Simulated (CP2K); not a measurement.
CdTe under changes of volume

One of the cells (32.922 Å³/atom); the others are scaled copies at fixed shape and fractional positions:

```
Te Cd
1.0
     4.53255    0.00000    0.00000
     2.26628    3.92531    0.00000
     2.26628    1.30844    3.70082
Te Cd
1 1
Direct
  0.75000 0.75000 0.75000
  0.00000 0.00000 0.00000
```

- Program: CP2K 2026.2
- Functional: LDA
- Potentials or basis: GTH_POTENTIALS Te GTH-PADE-q6, Cd GTH-PADE-q12; TZVP-MOLOPT-PBE-GTH basis
- Density cutoff: 6123 eV
- k mesh: 7 × 7 × 7
- Occupations: fermi-dirac, width 0.05 eV
- Spin: no spin polarisation

```csv
volume (Å³/atom),energy over the lowest point (meV/atom),pressure (GPa),gap on the mesh (eV)
30.947,27.18,4.0,0.85
31.605,13.33,2.7,0.78
32.263,4.53,1.6,0.71
32.922,?,?,?
33.580,0.00,-0.4,0.59
34.239,3.31,-1.2,0.53
34.897,9.84,-1.9,0.47
```

What does the run at 32.922 Å³/atom give?

Energy over the lowest point 0.25 meV/atom; pressure 0.5 GPa; gap on the mesh 0.65 eV.

Worked out: A Birch-Murnaghan fit of order 3 (a polynomial in V^(-2/3)) to the other rows has its minimum at 33.29 Å³/atom with B0 = V·E''(V) = 46 GPa and B' = 4.8. It gives 0.25 meV/atom at 32.922 Å³/atom, against the run's 0.25, and -dE/dV = 0.5 GPa, against 0.5. A straight line through the other rows of the gap, of slope -3.14 eV per unit of ln V (its deformation potential), gives 0.65 eV, against the run's 0.65.

Energies are extrapolated to zero smearing.

Caveats: spin-orbit coupling is left out, which moves the levels of the heavy elements; the basis of atomic orbitals isn't converged, which shifts pressures, moduli and gaps.
